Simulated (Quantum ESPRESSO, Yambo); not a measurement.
# A GW chain in Yambo: CdSe (F-43m), part 2 of 3

Aim: the G0W0 gap of CdSe (F-43m) on PBE, step by step.

Quantum ESPRESSO 7.5 and Yambo 5.3.0; PBE and many-body steps on it, plane waves. Known limits of the many-body steps: not at the basis limit; no spin-orbit coupling; coarse k mesh.

So far. Step 2 (Ground state): The gap is direct, at Γ. Step 3 (Bands along the symmetry lines): The gap is 0.643 eV, as in the run before at this level.

**4. Empty states on the mesh, 4×4×4 mesh, 252 bands**

Level of this step: DFT, PBE, plane waves, norm-conserving pseudopotentials (Quantum ESPRESSO).

The sums over transitions need many empty states on a uniform mesh; this step solves for them.

Contents of pw.in:

```
&control
  calculation = 'nscf'
  prefix = 'x'
  outdir = 'o'
  pseudo_dir = 'pseudo'
/
&system
  ibrav = 0
  nat = 2
  ntyp = 2
  ecutwfc = 104.0
  nbnd = 252
  force_symmorphic = .true.
/
&electrons
  conv_thr = 1e-9
  electron_maxstep = 80
  diago_full_acc = .true.
  diago_thr_init = 5e-6
/
ATOMIC_SPECIES
  Cd 112.41 Cd.upf
  Se 78.971 Se.upf
CELL_PARAMETERS angstrom
  0.0000000000 3.0250000000 3.0250000000
  3.0250000000 0.0000000000 3.0250000000
  3.0250000000 3.0250000000 0.0000000000
ATOMIC_POSITIONS crystal
  Cd 0.0000000000 0.0000000000 0.0000000000
  Se 0.7500000000 0.7500000000 0.7500000000
K_POINTS automatic
  4 4 4 0 0 0
```

Launch:

```bash
> OMP_NUM_THREADS=1 mpirun -n 4 pw.x -nk 4 -in pw.in > pw.out
```

Log:

```text
[banner, memory and clock lines left out]
Program PWSCF v.7.5 starts

     Atomic positions and unit cell read from directory:
     o/x.save/

     Message from routine setup:
     using ibrav=0 with symmetry is DISCOURAGED, use correct ibrav instead

     G-vector sticks info

     bravais-lattice index     =            0
     lattice parameter (alat)  =       8.0842  a.u.
     unit-cell volume          =     373.5964 (a.u.)^3
     number of atoms/cell      =            2
     number of atomic types    =            2
     number of electrons       =        44.00
     number of Kohn-Sham states=          252
     kinetic-energy cutoff     =     104.0000  Ry
     charge density cutoff     =     416.0000  Ry
     Exchange-correlation= PBE
                           (   1   4   3   4   0   0   0)

     celldm(1)=   8.084241  celldm(2)=   0.000000  celldm(3)=   0.000000
     celldm(4)=   0.000000  celldm(5)=   0.000000  celldm(6)=   0.000000

     crystal axes: (cart. coord. in units of alat)
               a(1) = (   0.000000   0.707107   0.707107 )
               a(2) = (   0.707107   0.000000   0.707107 )
               a(3) = (   0.707107   0.707107   0.000000 )

     reciprocal axes: (cart. coord. in units 2 pi/alat)
               b(1) = ( -0.707107  0.707107  0.707107 )
               b(2) = (  0.707107 -0.707107  0.707107 )
               b(3) = (  0.707107  0.707107 -0.707107 )
     Pseudo is Norm-conserving + core correction, Zval = 20.0
     Generated using ONCVPSP code by D. R. Hamann
     Using radial grid of 1368 points,  6 beta functions with:
     Pseudo is Norm-conserving + core correction, Zval = 24.0
     Generated using ONCVPSP code by D. R. Hamann
     Using radial grid of 1214 points,  6 beta functions with:
     Cd               20.00   112.41000     Cd( 1.00)
     Se               24.00    78.97100     Se( 1.00)

     24 Sym. Ops. (no inversion) found

   Cartesian axes

     site n.     atom                  positions (alat units)
         1        Cd     tau(   1) = (   0.0000000   0.0000000   0.0000000  )
         2        Se     tau(   2) = (   1.0606602   1.0606602   1.0606602  )

     number of k points=     8
                       cart. coord. in units 2pi/alat
        k(    1) = (   0.0000000   0.0000000   0.0000000), wk =   0.0312500
        k(    2) = (   0.1767767   0.1767767  -0.1767767), wk =   0.2500000
        k(    3) = (  -0.3535534  -0.3535534   0.3535534), wk =   0.1250000
[...]
k(    7) = (  -0.7071068   0.0000000   0.0000000), wk =   0.0937500
        k(    8) = (  -0.7071068   0.3535534   0.0000000), wk =   0.1875000

     Dense  grid:    53497 G-vectors     FFT dimensions: (  54,  54,  54)

     The potential is recalculated from file :
     o/x.save/charge-density

     Starting wfcs are   23 randomized atomic wfcs +  229 random wfcs

     Band Structure Calculation

     End of band structure calculation

          k = 0.0000 0.0000 0.0000 (  6735 PWs)   bands (ev):

  -198.7240-138.2021-138.2021-138.2021 -93.3810 -54.4430 -54.4430 -54.4430
   -38.3759 -38.3759 -38.3759 -38.3722 -38.3722  -4.3449   0.3513   0.3513
     0.3513   0.7425   0.7425   8.3376   8.3376   8.3376   8.9804  14.2838
    14.2838  14.2838  18.2020  19.5140  19.5140  20.4439  20.4439  20.4439
[...]
[... 20 further rows ...]
[...]
148.5338 148.5338 148.5338 148.6278

          k = 0.1768 0.1768-0.1768 (  6684 PWs)   bands (ev):

  -198.7240-138.2021-138.2021-138.2021 -93.3810 -54.4432 -54.4431 -54.4431
[...]
[... 20 further rows ...]
[...]
148.6609 149.0722 149.4587 150.0259

          k =-0.3536-0.3536 0.3536 (  6658 PWs)   bands (ev):

  -198.7240-138.2021-138.2021-138.2021 -93.3810 -54.4433 -54.4431 -54.4431
[...]
59.1124  59.2374  60.0945  60.0945  61.0949  61.0949  61.8136  61.8683
     [... 20 further rows ...]
   143.5079 143.7083 146.5114 146.5114 146.8910 147.4976 147.6980 147.6980
   148.5826 148.7562 150.3878 150.3878

          k = 0.3536 0.0000 0.0000 (  6715 PWs)   bands (ev):

     [... further k-points ...]

     highest occupied, lowest unoccupied level (ev):     8.3376    8.9804

     XML data file, pseudopotentials, collected wavefunctions
```

The job ended after 38 s (4 MPI ranks of Arm Neoverse V2, shared host; peak memory 0.79 GiB; 2.5 min of CPU time).

Numbers from this step:

```
gap                                                           : 0.6428 eV
k of the valence top                                          : 0, 0, 0
k of the conduction bottom                                    : 0, 0, 0
least direct gap                                              : 0.6428 eV
k points computed                                             : 8
lowest point of the top converged band, above the valence top : 140.2901 eV
```

On this mesh the gap is 0.643 eV.

**5. Conversion and set-up**

This step: Yambo 5.3.0; conversion and set-up on PBE, plane waves, norm-conserving pseudopotentials.

The states are converted to the many-body program's format and the q mesh is built.

Launch:

```bash
> (cd o/x.save; p2y > p2y.log; mv SAVE ../..); yambo > setup.log
```

Log:

```text
 Yambo, version 5.3.0

 [02] CORE Variables Setup
 =========================

  [02.01] Unit cells
  ==================

  Cell kind             :  FCC
  Atoms in the cell     :  Cd  Se
  number of Cd atoms    :  1
  number of Se atoms    :  1

  List of atomic masses
  Mass of Cd    :  112.4100
  Mass of Se    :  78.97100

  List of atomic coordinates    : [cc]
  Cd1       :  0.000000  0.000000  0.000000  order 1
  Se1       :  8.574632  8.574632  8.574632  order 2

  Alat factors          :  5.716422  5.716422  5.716422 [a.u.]
  Direct lattice volume :  373.5964 [a.u.]
  Direct lattice vectors:  A[ 1 ]  A[ 2 ]  A[ 3 ]
   A[ 1 ]:  0.000000  1.000000  1.000000  [iru]
   0.000000  5.716422  5.716422  [cc]
   A[ 2 ]:  1.000000  0.000000  1.000000  [iru]
   5.716422  0.000000  5.716422  [cc]
   A[ 3 ]:  1.000000  1.000000  0.000000  [iru]
   5.716422  5.716422  0.000000  [cc]

  Recip. lattice volume :  0.663952 [a.u.]
  Recip. lattice vectors:  B[ 1 ]  B[ 2 ]  B[ 3 ]
   B[ 1 ]: -0.500000  0.500000  0.500000  [iku]
  -0.549573  0.549573  0.549573  [cc]
   B[ 2 ]:  0.500000 -0.500000  0.500000  [iku]
   0.549573 -0.549573  0.549573  [cc]
   B[ 3 ]:  0.500000  0.500000 -0.500000  [iku]
   0.549573  0.549573 -0.549573  [cc]

  [02.02] Symmetries
  ==================

  Inversion symmetry    : yes
  Spatial inversion     : no
  Inversion index       :  25
  K-space Time-reversal : yes
  Magnetic symmetries   : no
  Time-reversal derived K-space symmetries:   25   48
  Group table correct   : yes
  Symmetries units      :  [cc]

   [S  1]:   1.0000     -0.30397E-16 -0.30397E-16 -0.30397E-16   1.0000      0.30397E-16  0.30397E-16  0.30397E-16   1.0000
   [S  2]:  -1.0000      0.30397E-16 -0.30397E-16  0.30397E-16  -1.0000      0.30397E-16 -0.30397E-16 -0.30397E-16   1.0000
   [S  3]:  -1.0000     -0.30397E-16  0.30397E-16  0.30397E-16   1.0000     -0.30397E-16 -0.30397E-16  0.30397E-16  -1.0000
[...]
[S  9]: -0.30397E-16   1.0000     -0.30397E-16  0.30397E-16 -0.30397E-16   1.0000       1.0000      0.30397E-16  0.30397E-16
   [S 10]: -0.30397E-16  -1.0000      0.30397E-16  0.30397E-16  0.30397E-16  -1.0000       1.0000     -0.30397E-16 -0.30397E-16
     [... 36 further rows ...]
   [S*47]:   1.0000     -0.30397E-16  0.30397E-16 -0.30397E-16  0.30397E-16  -1.0000      0.30397E-16   1.0000     -0.30397E-16
   [S*48]:   1.0000      0.30397E-16 -0.30397E-16 -0.30397E-16 -0.30397E-16   1.0000      0.30397E-16  -1.0000      0.30397E-16

  [02.03] Reciprocal space
  ========================

  nG shells         :   462
  nG charge         :   53497
  nG WFs            :   7773
  nC WFs            :   6735
  G-vecs. in first 46 shells:  [ Number ]
     1    9   15   27   51   59   65   89  113
    137   169   181   229   259   283   307   331   339
    387   411   459   531   537   561   609   645   701
[...]
1639
  ...
[...]
K/Q-points units:
  rlu = crystal or reduced units; cc = cartesian coordinates; iku = interal k-units

  K [1]          [rlu]:  0.000000  0.000000  0.000000
         WF components:   6735
  K [2]          [rlu]: -0.11418E-16 -0.11418E-16  0.25000
         WF components:   6684
  K [3]          [rlu]:  0.22836E-16  0.22836E-16 -0.50000
         WF components:   6658
  K [4]          [rlu]: -0.77583E-17  0.25000      0.25000
         WF components:   6715
  K [5]          [rlu]:  0.90027E-17  0.25000     -0.50000
         WF components:   6712
  [... 2 further k-points ...]
  K [8]          [rlu]:  0.250000 -0.500000 -0.250000
         WF components:   6688

  [02.05] Energies & Occupations
  ==============================

  [X] === General ===
  [X] Electronic Temperature                        :  0.000000  0.000000 [eV K]
  [X] Bosonic    Temperature                        :  0.000000  0.000000 [eV K]
  [X] Finite Temperature mode                       : no
  [X] El. density                                   :  0.79478E+24 [cm-3]
  [X] Fermi Level                                   :  8.337628 [eV]

  [X] === Gaps and Widths ===
  [X] Conduction Band Min                           :  0.642755 [eV]
  [X] Valence Band Max                              :  0.000000 [eV]
  [X] Filled Bands                                  :  22
  [X] Empty Bands                                   :   23  252
  [X] Direct Gap                                    :  0.642755 [eV]
  [X] Direct Gap localized at k                     :  1
  [X] Indirect Gap                                  :  0.642755 [eV]
  [X] Indirect Gap between kpts                     :  1  1
  [X] Last valence band width                       :  2.274404 [eV]
  [X] 1st conduction band width                     :  4.462916 [eV]

  E @ K [1]:  [eV]
  -207.0616 -146.5397 -146.5397 -146.5397 -101.7187  -62.7807  -62.7807  -62.7807
  -46.71355 -46.71355 -46.71355 -46.70980 -46.70980 -12.68252  -7.98634  -7.98634
   -7.9863      -7.5951      -7.5951     -0.23308E-10 -0.48035E-11   0.0000      0.64275       5.9462
[...]
occ @ K [1]
[...]
E @ K [2]:  [eV]
[...]
occ @ K [2]
[...]
E @ K [3]:  [eV]
[...]
occ @ K [3]
[...]
E @ K [4]:  [eV]
[...]
occ @ K [4]
[...]
E @ K [5]:  [eV]
[...]
occ @ K [5]
[...]
[... 2 further k-points ...]
  E @ K [8]:  [eV]
[...]
occ @ K [8]
[...]
0.000000  0.000000  0.000000  0.000000  0.000000  0.000000  0.000000  0.000000
   0.000000  0.000000  0.000000  0.000000  0.000000  0.000000  0.000000  0.000000

 [03] Transferred momenta grid and indexing
 ==========================================

 IBZ Q-points                                      :   8
 BZ  Q-points                                      :   64

 K/Q-points units:
 rlu = crystal or reduced units; cc = cartesian coordinates; iku = interal k-units

 Q [1]          [rlu]:  0.000000  0.000000  0.000000
 Q [2]          [rlu]: -0.89146E-17 -0.89146E-17  0.25000
 Q [3]          [rlu]:  0.17829E-16  0.17829E-16 -0.50000
[...]
Q [7]          [rlu]:  0.66020E-16 -0.50000     -0.50000
 Q [8]          [rlu]:  0.250000 -0.500000 -0.250000

  [03.01] X indexes
  =================

   [03.01.01] Sigma indexes
   ========================

 [06] Game Over & Game summary
```

Elapsed: 2.8 s, on 1 MPI rank; peak memory 0.26 GiB.

[end of part 2 of 3]

[Paths, hosts, dates, memory and timing lines, banners, echoed tables and standing remarks are left out of the program output.]

[Logs are printed without paths, hosts, clocks, repeated set-up lines and the standing remarks that a program may print on its own settings, such as how far it seeks lower states.]

[Runs of the session that timed out or met a known fault of the program may be left out.]

[Hosts, paths, dates, database ids (printed as entryN), source tags and the programs' standing remarks are cut or masked in the printed files.]
